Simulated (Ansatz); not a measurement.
# Si16H: the cost of one run

Method: DFT PBE, scalar-relativistic, plane waves, PAW, in Ansatz 0.2.0.

The COD entry's cell or inner coordinates are ideal or old and differ from later refinements, so a difference from it is no clean test against experiment.

3 further runs of the same task are left out: 3 set aside as unsound or not needed.

## (1) Starting point

Symmetry: Fd-3m, No. 227, cubic system. Conventional cell: a = 5.470 Å, b = 5.470 Å, c = 5.470 Å, α = 90.00°, β = 90.00°, γ = 90.00°. Si (site symmetry -43m) has 4 Si at 2.37 Å as nearest neighbours.

As a file:

```
Si
1.0
     0.00000    2.73484    2.73484
     2.73484    0.00000    2.73484
     2.73484    2.73484    0.00000
Si
2
Direct
  0.75000 0.75000 0.75000
  0.50000 0.50000 0.50000
```

This cell was relaxed beforehand with the same method: volume 20.45 Å³/atom, gap on the mesh 0.62 eV.

The host's static dielectric tensor, from an earlier linear-response run, has a mean of 12.98.

The perfect supercell (rows 2 0 0; 0 2 0; 0 0 2 in vectors of this cell) was computed beforehand with the same settings: E(σ→0) = -10171.4836 eV for 16 atoms, gap 0.73 eV on its own mesh.

## (2) The defect cell

The extra atom is put at (0.000, 0.000, 0.000) of the supercell, the middle of a void of radius 2.37 Å. A small random displacement (spread 0.05 Å) lets the symmetry of the site break. Its neighbours are 4 Si at 2.37 Å, 6 Si at 2.73 Å.

## (3) Charge state 0

input.yaml

```yaml
crystal:
  lattice:
    - [0.0, 5.4696766497, 5.4696766497]
    - [5.4696766497, 0.0, 5.4696766497]
    - [5.4696766497, 5.4696766497, 0.0]
  atoms:
    - { symbol: Si, position: [0.375, 0.375, 0.375] }
    - { symbol: Si, position: [0.375, 0.375, 0.875] }
    - { symbol: Si, position: [0.375, 0.875, 0.375] }
    - { symbol: Si, position: [0.3786061282, 0.8729951888, 0.8812346692], spin: 0.091 }
    - { symbol: Si, position: [0.875, 0.375, 0.375] }
    - { symbol: Si, position: [0.8705630873, 0.3866366741, 0.8728666128], spin: 0.091 }
    - { symbol: Si, position: [0.8745602611, 0.884660106, 0.3725647305], spin: 0.091 }
    - { symbol: Si, position: [0.8783049671, 0.8724904428, 0.8724906954], spin: 0.091 }
    - { symbol: Si, position: [0.25, 0.25, 0.25] }
    - { symbol: Si, position: [0.2453039477, 0.2585813959, 0.7540384733], spin: 0.091 }
    - { symbol: Si, position: [0.2389549894, 0.7434648146, 0.2530966777], spin: 0.091 }
    - { symbol: Si, position: [0.2554533122, 0.7425177016, 0.7527552002], spin: 0.091 }
    - { symbol: Si, position: [0.7636587509, 0.2298454841, 0.2557788608], spin: 0.091 }
    - { symbol: Si, position: [0.7441788665, 0.2468225012, 0.7415047508], spin: 0.091 }
    - { symbol: Si, position: [0.754996646, 0.7452645856, 0.2471487852], spin: 0.091 }
    - { symbol: Si, position: [0.75, 0.75, 0.75] }
    - { symbol: H, position: [-0.011075231, 0.0051559643, 0.0056801348], spin: 0.091 }
  host:
    lattice:
      - [0.0, 2.7348383248, 2.7348383248]
      - [2.7348383248, 0.0, 2.7348383248]
      - [2.7348383248, 2.7348383248, 0.0]
    atoms:
      - { symbol: Si, position: [0.75, 0.75, 0.75] }
      - { symbol: Si, position: [0.5, 0.5, 0.5] }
basis:
  ecutwfc: 420
  xc_grid: 2
kpoints:
  mp_grid: { grid: [2, 2, 2], shift: [0.0, 0.0, 0.0] }
hamiltonian:
  xc: pbe
scf:
  occupations: { method: gaussian, width: 0.01 }
output:
  forces: true
  stress: false
  eigenvalues: true
  populations: true
  charged_corrections:
    defect_position: [0.0, 0.0, 0.0]
    epsilon: [[12.9813, 0.0, 0.0], [0.0, 12.9813, 0.0], [0.0, 0.0, 12.9813]]
  write_density: true
  write_potential: true
  elf: true
  volumetric_format: npy
magnetization:
  spin_polarized: true
relax:
  adjacent_minimum: "off"
  f_tol: 0.025
  max_steps: 45
```

The run is started by

```sh
> ansatz run input.yaml --threads 2 --pin off --max-ram 5120MiB --backend cpu --events-out ev --progress --plain --runs-dir out
```

**Question.** How long does this run take on 2 threads of Intel Xeon Platinum 8259CL at 2.50GHz (Skylake/Cascade Lake), shared host, and how much memory does it need?

About 2.5 min, with a peak of 0.8 GiB.
